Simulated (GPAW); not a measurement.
Crystal: CoO.

```
CELL_PARAMETERS angstrom
2.82845 0.00000 0.00000
-1.41423 2.44951 0.00000
0.00000 0.00000 2.72172
ATOMIC_POSITIONS crystal
Co 0.00000 0.00000 0.50000
O 0.66667 0.33333 0.00000
```

The cell was built by a generator and needn't be a form met in nature.

```yaml
Program: GPAW 26.7.0
Task: relaxation of cell and atoms
Functional: PBEsol
Potentials_or_basis: PAW data sets generated in the run's folder for this functional
Cutoff: 800 eV
Basis: pw
k_mesh: 8 × 8 × 7
Occupations: fermi-dirac, width 0.05 eV
Spin: collinear spin, ferromagnetic start
Starting_moments: "[2.0, 0.0] μB"
```

At the start: pressure -9.1 GPa; volume 9.43 Å³/atom.

Where does the relaxation end?

Over 7 steps the energy falls by 11.8 meV/atom and the volume is 9.02 Å³/atom (-4.4 %); space group P-6m2 (No. 187, to 0.05 Å); moment 3.00 μB per cell.

Step by step:
| step | energy change (eV) | largest force (eV/Å) | pressure (GPa) | volume (Å³) |
| --- | --- | --- | --- | --- |
| 1 | 0.0000 | 0.0000 | -9.07 | 18.86 |
| 2 | -0.0104 | 0.0000 | -6.89 | 18.64 |
| 3 | -0.0228 | 0.0000 | 0.43 | 18.01 |
| 4 | -0.0230 | 0.0000 | -0.02 | 18.04 |
| 5 | -0.0232 | 0.0000 | -0.38 | 18.06 |
| 6 | -0.0235 | 0.0000 | -0.55 | 18.06 |
| 7 | -0.0236 | 0.0000 | -0.30 | 18.03 |

Final structure:
```
Co O
1.0
     2.77734    0.00000    0.00000
    -1.38867    2.40525    0.00000
     0.00000    0.00000    2.69952
Co O
1 1
Direct
  0.00000 0.00000 0.50000
  0.66667 0.33333 0.00000
```

Caveat: each step starts from the last one's moments, so a moment once lost doesn't come back; later steps reuse the first step's grids; a cell with one magnetic atom can't hold antiferromagnetic order, which such compounds often take.
